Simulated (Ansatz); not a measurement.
The crystal is CdSe (Cadmoselite).

The database entry behind the starting cell differs from later determinations by our own check (inner coordinate of an old entry), so it need not match the best structure at ambient conditions.

```xyz
4
Lattice="4.3000 0.0000 0.0000 -2.1500 3.7239 0.0000 0.0000 0.0000 7.0200" Properties=species:S:1:pos:R:3 pbc="T T T"
Cd    0.0000    2.4826    0.0000
Cd    2.1500    1.2413    3.5100
Se    0.0000    2.4826    2.7027
Se    2.1500    1.2413    6.2127
```

The cell and positions come from the Crystallography Open Database and are kept as given unless a step says otherwise. PAW set soft_2, made with PBE.

Gaps computed with Ansatz 0.2.0 without a self-energy: PBE 0.70 eV, PBE+SOC 0.59 eV, r2SCAN 1.20 eV, HSE06 1.65 eV and PBE0 2.26 eV. The mean ε∞ by PBE perturbation theory is 7.45.

Question: Estimate the G0W0@PBE gap with 6×6×2 mesh, 721 empty bands, screening to 200 eV, default PAW files.

About 1.32 eV: on its mesh the run moves the gap from 0.70 eV by +0.61 eV. Among the scalar-relativistic levels given, r2SCAN is nearest (−0.12 eV). One-shot corrections scale roughly with one over ε∞, here 0.13. Spin-orbit coupling is not in that value; its −0.12 eV at the PBE level would bring it to about 1.20 eV. Bands and cutoff are finite, so the gap is not at the basis limit. The miss can reach some tenths of an eV and take either sign; the mesh is an error of its own. The 6×6×2 mesh is coarse for this cell (its supercell is 14 Å along the shortest edge). The RPA ε∞ on it, from the PBE start, is 15.57 and 15.85; such meshes misread the long-range screening, most where the gap is narrow. The many-body steps are scalar-relativistic: spin-orbit coupling is not in them.

[Paths, hosts, dates, memory and timing lines, banners, echoed tables and standing remarks are left out of the program output.]

[Logs are printed without paths, hosts, clocks, repeated set-up lines and the standing remarks that a program may print on its own settings, such as how far it seeks lower states.]

[Runs of the session that timed out or met a known fault of the program may be left out.]

[Cells called generated may have been cut or substituted from an entry of the Crystallography Open Database or the Materials Project.]

[Hosts, paths, dates, database ids (printed as entryN), source tags and the programs' standing remarks are cut or masked in the printed files.]
